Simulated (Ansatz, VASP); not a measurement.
## Two plane-wave programs on KBr

```
CELL_PARAMETERS angstrom
2.95904 2.95904 0.00000
-2.95904 2.95904 0.00000
0.00000 2.95904 2.95904
ATOMIC_POSITIONS crystal
K 0.00000 0.00000 0.00000
Br 0.50000 0.50000 0.00000
```

Alike in both runs: functional PBEsol; k mesh 6 × 6 × 6; no spin polarisation.

Ansatz relaxed the structure, and its values are those at the end. VASP's run is a single point on that final structure, the one shown.

```csv
,VASP,Ansatz
version,VASP 6.6.1,Ansatz 0.2.0
potentials or method,"VASP PAW PBE potentials, release 64 (K_sv, Br)","PAW with Ansatz's default frozen-core files, scalar-relativistic"
plane-wave cutoff (eV),520,420
occupations,"gaussian, width 0.01 eV",fixed
valence electrons in the cell,16,16
```

```tsv
	VASP	Ansatz	Ansatz less VASP
gap on the k mesh at the Fermi level (eV)	5.04	5.05	+0.008
pressure (GPa)	10.2	10.0	-0.23
```

Caveats: the PAW data sets were made with another functional, which shifts forces and pressure a little (VASP). A k mesh can miss the band edges.
